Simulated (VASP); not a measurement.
# Na (I4/mmm) in VASP: a series of runs

One crystal, Na, is run at these levels: PBE; tasks: single point.

Program: VASP 6.6.1. These are calculated values, not measurements. Logs are shortened: lines on timing, memory, paths and dates and some standing lists are left out, and cuts for length are marked.

## Step 1: Starting point

Symmetry: I4/mmm, No. 139, tetragonal system. The conventional cell has a = 3.777 Å, b = 3.777 Å, c = 5.275 Å, α = 90.00°, β = 90.00°, γ = 90.00°. Na (site symmetry 4/mmm) has 12 Na at 3.75 to 3.78 Å as nearest neighbours.

This isn't the form of Na at room conditions, which is bcc.

## Step 2: Single point, PBE

INCAR

```
PREC = Accurate
ENCUT = 220
EDIFF = 1E-6
ISMEAR = 1
SIGMA = 0.1
LREAL = F
LASPH = T
NELM = 100
ALGO = Normal
ISIF = 2
LWAVE = F
LCHARG = F
GGA = PE
NBANDS = 10
ADDGRID = F
```

KPOINTS

```
Automatic mesh
0
Gamma
  4 4 4
```

POSCAR

```
Na
1.0
   -1.8882910800      1.8882910800      2.6372766800
    1.8882910800     -1.8882910800      2.6372766800
    1.8882910800      1.8882910800     -2.6372766800
Na
1
Direct
    0.0000000000      0.0000000000      0.0000000000
```

Potentials or basis: VASP PAW PBE potentials, release 64 (Na_pv).

On the command line:

```sh
cat potpaw_PBE.64/Na_pv/POTCAR > POTCAR
mpirun -np 1 vasp_std > vasp.out
```

OUTCAR:

```text
PREC = Accurate
   ENCUT = 220
   EDIFF = 1E-6
   ISMEAR = 1
   LREAL = F
   LASPH = T
   NELM = 100
   ISIF = 2
   GGA = PE

 Found     13 irreducible k-points:

 Following reciprocal coordinates:
            Coordinates               Weight
  0.000000  0.000000  0.000000      1.000000
  0.250000 -0.000000  0.000000      8.000000
  0.500000 -0.000000  0.000000      4.000000
  0.250000  0.250000  0.000000      8.000000
  0.500000  0.250000  0.000000     16.000000
 -0.250000  0.250000  0.000000      4.000000
   k-points           NKPTS =     13   k-points in BZ     NKDIM =     13   number of bands    NBANDS=     10
   number of dos      NEDOS =    301   number of ions     NIONS =      1
   total plane-waves  NPLWV =   5832
   dimension x,y,z NGX =    18 NGY =   18 NGZ =   18
   dimension x,y,z NGXF=    36 NGYF=   36 NGZF=   36
   ions per type =               1
   NGX,Y,Z   is equivalent  to a cutoff of   7.97,  7.97,  7.97 a.u.
   NGXF,Y,Z  is equivalent  to a cutoff of  15.95, 15.95, 15.95 a.u.
 SYSTEM =  unknown system
   PREC   = accura    normal or accurate (medium, high low for compatibility)
   ISTART =      0    job   : 0-new  1-cont  2-samecut
   ICHARG =      2    charge: 1-file 2-atom 10-const
   ISPIN  =      1    spin polarized calculation?
   LNONCOLLINEAR =      F non collinear calculations
   LSORBIT =      F    spin-orbit coupling
   LASPH  =      T    aspherical Exc in radial PAW
   ENCUT  =  220.0 eV  16.17 Ry    4.02 a.u.   4.54  4.54  4.54*2*pi/ulx,y,z
   NELM   =    100;   NELMIN=  2; NELMDL= -5     # of ELM steps
   EDIFF  = 0.1E-05   stopping-criterion for ELM
   LREAL  =      F    real-space projection
   EDIFFG = 0.1E-04   stopping-criterion for IOM
   NSW    =      0    number of steps for IOM
   IBRION =     -1    ionic relax: 0-MD 1-quasi-New 2-CG
   NFREE  =      0    steps in history (QN), initial steepest desc. (CG)
   ISIF   =      2    stress and relaxation
   ISYM   =      2    0-nonsym 1-usesym 2-fastsym
   POTIM  = 0.5000    time-step for ionic-motion
   TEBEG  =    0.0;   TEEND  =   0.0 temperature during run
   PSTRESS=    0.0 pullay stress
   NELECT =       7.0000    total number of electrons
   NUPDOWN=      -1.0000    fix difference up-down
   EMIN   =  10.00;   EMAX   =-10.00  energy-range for DOS
   EFERMI =   0.00;   METHOD = LEGACY
   ISMEAR =     1;   SIGMA  =   0.10  broadening in eV -4-tet -1-fermi 0-gaus
   EFERMI_NEDOS =   21; number of points for ismear=-14 and -15
   IALGO  =     38    algorithm
   IMIX   =      4    mixing-type and parameters
     AMIX     =   0.40;   BMIX     =  1.00
     AMIX_MAG =   1.60;   BMIX_MAG =  1.00
  volume/ion in A,a.u.               =      37.61       253.83
  Fermi-wavevector in a.u.,A,eV,Ry     =   0.934666  1.766262 11.886050  0.873600
  Thomas-Fermi vector in A             =   2.061494
   LORBIT       =      0    0 simple, 1 ext, 2 COOP (PROOUT), +10 PAW based schemes
   GGA     = PE    functional components
   LHFCALC =     F    Hartree Fock is set to
   AEXX    =    0.0000 exact exchange contribution
   IVDW    =     0    specifies the selected vdW correction
   LEPSILON=     F    determine dielectric tensor
   LRPA    =     F    only Hartree local field effects (RPA)
 non-spin polarized calculation
 Methfessel and Paxton  Order N= 1 SIGMA  =   0.10
  energy-cutoff  :      220.00
  volume of cell :       37.61
 maximum number of plane-waves:       290
   NGX =  9   NGY =  9   NGZ =  9

 number of electron       6.9999896 magnetization

 Free energy of the ion-electron system (eV)
  ---------------------------------------------------
  ext. energy  EPLUGINS =         0.00000000
  ---------------------------------------------------
  free energy    TOTEN  =        -1.11453849 eV

  energy without entropy =       -1.10957398  energy(sigma->0) =       -1.11288365

 E-fermi :   0.6254     XC(G=0):  -6.4729

 val. band max:       -0.2877171407   @ k =   0.2500   0.2500   0.0000
 cond. band min:       0.6475380674   @ k =   0.5000   0.2500   0.0000
 fundamental gap:      0.9352552081
 Fermi energy:         0.6253518407

 k-point     1 :       0.0000    0.0000    0.0000
  band No.  band energies     occupation
      1     -24.7796      2.00000
      2     -24.7737      2.00000
      3     -24.7736      2.00000
      4      -2.9774      2.00000
      5      11.2705      0.00000
      6      11.2710      0.00000
      7      11.3100      0.00000
      8      12.3713      0.00000
      9      12.8012      0.00000
     10      12.8025      0.00000

 k-point     2 :       0.2500   -0.0000    0.0000
  band No.  band energies     occupation
      1     -24.8008      2.00000
      2     -24.7812      2.00000
      3     -24.7796      2.00000
      4      -1.9570      2.00000
      5       5.7416      0.00000
      6      10.3683      0.00000
      7      10.4655      0.00000
      8      11.6234      0.00000
      9      12.7897      0.00000
     10      13.0261      0.00000

 k-point     3 :       0.5000   -0.0000    0.0000
  band No.  band energies     occupation
      1     -24.7836      2.00000
      2     -24.7730      2.00000
      3     -24.7724      2.00000
      4       0.8204     -0.01872
      5       1.2167     -0.00000
      6      10.2446      0.00000
      7      10.4098      0.00000
      8      11.2394      0.00000
      9      11.2870      0.00000
     10      11.5360      0.00000

 k-point     4 :       0.2500    0.2500    0.0000
  band No.  band energies     occupation
      1     -24.7829      2.00000
      2     -24.7784      2.00000
      3     -24.7751      2.00000
      4      -0.2877      2.00000
      5       4.4061      0.00000
      6       5.2908      0.00000
      7       9.6460      0.00000
      8      10.5364      0.00000
      9      13.9027      0.00000
     10      14.9525      0.00000

 k-point     5 :       0.5000    0.2500    0.0000
  band No.  band energies     occupation
      1     -24.7884      2.00000
      2     -24.7828      2.00000
      3     -24.7803      2.00000
      4       0.6475      0.63454
      5       3.2580      0.00000
      6       5.7577      0.00000
      7       8.2196      0.00000
      8       8.9047      0.00000
      9      13.6689      0.00000
     10      15.3031      0.00000

 k-point     6 :      -0.2500    0.2500    0.0000
  band No.  band energies     occupation
      1     -24.7963      2.00000
      2     -24.7937      2.00000
      3     -24.7861      2.00000
      4      -1.6322      2.00000
      5       7.8454      0.00000
      6       8.2342      0.00000
      7       8.4897      0.00000
      8       8.5015      0.00000
      9      10.7790      0.00000
     10      17.1612      0.00000

 [... further k-points ...]

------------------------ aborting loop because EDIFF is reached ----------------------------------------

  FORCE on cell =-STRESS in cart. coord.  units (eV):
  Direction    XX          YY          ZZ          XY          YZ          ZX
  --------------------------------------------------------------------------------------
  -------------------------------------------------------------------------------------
  Total       -2.1234282     -2.1234282     -2.5222647      0.0000000     -0.0000000      0.0000000
  in kB      -90.4470875    -90.4470875   -107.4354663      0.0000000     -0.0000000      0.0000000
  external PRESSURE =     -96.1098805 kB  Pullay stress =       0.0000000 kB

 VOLUME and BASIS-vectors are now :
 -----------------------------------------------------------------------------
  energy-cutoff  :      220.00
  volume of cell :       37.61
      direct lattice vectors                 reciprocal lattice vectors
    -1.888291080  1.888291080  2.637276680     0.000000000  0.264789685  0.189589512
     1.888291080 -1.888291080  2.637276680     0.264789685  0.000000000  0.189589512
     1.888291080  1.888291080 -2.637276680     0.264789685  0.264789685  0.000000000

 POSITION                                       TOTAL-FORCE (eV/Angst)
 -----------------------------------------------------------------------------------
      0.00000      0.00000      0.00000        -0.000000      0.000000     -0.000000
 -----------------------------------------------------------------------------------
    total drift:                                0.000000     -0.000000      0.000000

  FREE ENERGIE OF THE ION-ELECTRON SYSTEM (eV)
  ---------------------------------------------------
  free  energy   TOTEN  =        -1.1145384862 eV

  energy  without entropy=       -1.1095739804  energy(sigma->0) =       -1.11288365
```

It took 1.1 s on 1 thread of AMD EPYC 9R45 (Zen 5), shared host; peak memory 0.08 GiB.

The run converged, but a check on its numbers failed (symmetry, net force, bounds or a known fault of this set-up), so they aren't taken as properties of the crystal.

Caveat: the k mesh is coarse (spacing up to 0.59 Å⁻¹), so the values aren't converged; the cutoff lies under the usual one of these potentials, so the numbers hold a large basis-set error.

## Step 3: Single point, PBE

Edit INCAR of step 2 so:

```diff
@@ -1,3 +1,3 @@
 PREC = Accurate
-ENCUT = 220
+ENCUT = 280
 EDIFF = 1E-6
```

KPOINTS is that of step 2.

POSCAR is that of step 2.

Potentials or basis: VASP PAW PBE potentials, release 64 (Na_pv).

On the command line:

```sh
cat potpaw_PBE.64/Na_pv/POTCAR > POTCAR
mpirun -np 1 vasp_std > vasp.out
```

OUTCAR:

```text
PREC = Accurate
   ENCUT = 280
   EDIFF = 1E-6
   ISMEAR = 1
   LREAL = F
   LASPH = T
   NELM = 100
   ISIF = 2
   GGA = PE

 Found     13 irreducible k-points:

 Following reciprocal coordinates:
            Coordinates               Weight
  0.000000  0.000000  0.000000      1.000000
  0.250000 -0.000000  0.000000      8.000000
  0.500000 -0.000000  0.000000      4.000000
  0.250000  0.250000  0.000000      8.000000
  0.500000  0.250000  0.000000     16.000000
 -0.250000  0.250000  0.000000      4.000000
[... 153 lines left out ...]

------------------------ aborting loop because EDIFF is reached ----------------------------------------

  FORCE on cell =-STRESS in cart. coord.  units (eV):
  Direction    XX          YY          ZZ          XY          YZ          ZX
  --------------------------------------------------------------------------------------
  -------------------------------------------------------------------------------------
  Total        0.0539529      0.0539529     -0.3215207      0.0000000      0.0000000      0.0000000
  in kB        2.2981163      2.2981163    -13.6951252      0.0000000      0.0000000      0.0000000
  external PRESSURE =      -3.0329642 kB  Pullay stress =       0.0000000 kB

 VOLUME and BASIS-vectors are now :
 -----------------------------------------------------------------------------
  energy-cutoff  :      280.00
  volume of cell :       37.61
      direct lattice vectors                 reciprocal lattice vectors
    -1.888291080  1.888291080  2.637276680     0.000000000  0.264789685  0.189589512
     1.888291080 -1.888291080  2.637276680     0.264789685  0.000000000  0.189589512
     1.888291080  1.888291080 -2.637276680     0.264789685  0.264789685  0.000000000

 POSITION                                       TOTAL-FORCE (eV/Angst)
 -----------------------------------------------------------------------------------
      0.00000      0.00000      0.00000         0.000000     -0.000000     -0.000000
 -----------------------------------------------------------------------------------
    total drift:                                0.000000     -0.000000     -0.000000

  FREE ENERGIE OF THE ION-ELECTRON SYSTEM (eV)
  ---------------------------------------------------
  free  energy   TOTEN  =        -1.2051911824 eV

  energy  without entropy=       -1.2002151930  energy(sigma->0) =       -1.20353252
```

OSZICAR:

```text
N       E                     dE             d eps       ncg     rms          rms(c)
DAV:   1     0.209468596938E+02    0.20947E+02   -0.29424E+03   268   0.366E+02
DAV:   2    -0.872393692246E+00   -0.21819E+02   -0.21760E+02   266   0.114E+02
DAV:   3    -0.120315804965E+01   -0.33076E+00   -0.33060E+00   320   0.162E+01
DAV:   4    -0.120536723270E+01   -0.22092E-02   -0.22090E-02   314   0.124E+00
DAV:   5    -0.120539913430E+01   -0.31902E-04   -0.31901E-04   294   0.145E-01    0.212E-01
DAV:   6    -0.120530890601E+01    0.90228E-04   -0.48849E-04   294   0.265E-01    0.142E-01
DAV:   7    -0.120519922962E+01    0.10968E-03   -0.96675E-04   288   0.305E-01    0.150E-02
DAV:   8    -0.120519093513E+01    0.82945E-05   -0.41625E-05   322   0.101E-01    0.359E-03
DAV:   9    -0.120519118240E+01   -0.24727E-06   -0.64056E-07   216   0.105E-02
   1 F= -.12051912E+01 E0= -.12035325E+01  d E =-.497599E-02
```

stdout:

```text
POSCAR found type information on POSCAR Na
 POSCAR found :  1 types and       1 ions
 scaLAPACK will be used
 LDA part: xc-table for (Slater+PW92), standard interpolation
 POSCAR, INCAR and KPOINTS ok, starting setup
 FFT: planning ... GRIDC
 FFT: planning ... GRID_SOFT
 FFT: planning ... GRID
 WAVECAR not read
 entering main loop
```

Wall time 1.2 s (1 thread of AMD EPYC 9R45 (Zen 5), shared host); peak memory 0.08 GiB.

The run converged, but some of its settings lie outside the range that counts as converged, so its numbers aren't taken as properties of the crystal.

Results:

| Property | Result |
| --- | --- |
| Free energy | -1.2052 eV |
| Band gap on the k mesh | none (metal or under the smearing width) |

Caveat: the k mesh is coarse (spacing up to 0.59 Å⁻¹), so the values aren't converged; the cutoff is under 1.25 times the usual one of these potentials, so pressure, stress and relaxed cells hold a basis-set (Pulay) error.

## Step 4: Single point, PBE

Edit INCAR of step 3 so:

```diff
@@ -1,3 +1,3 @@
 PREC = Accurate
-ENCUT = 280
+ENCUT = 340
 EDIFF = 1E-6
```

KPOINTS is that of step 3.

POSCAR is that of step 3.

On the command line:

```sh
cat potpaw_PBE.64/Na_pv/POTCAR > POTCAR
mpirun -np 1 vasp_std > vasp.out
```

Wall time 1.5 s (1 thread of AMD EPYC 9R45 (Zen 5), shared host); peak memory 0.1 GiB.

These settings aren't checked as converged: the numbers below hold their error.

What came out:

```yaml
Free_energy: -1.2069 eV
Pressure: 0.1 GPa
Band_gap_on_the_k_mesh: none (metal or under the smearing width)
```

Caveat: the k mesh is coarse (spacing up to 0.59 Å⁻¹), so the values aren't converged.
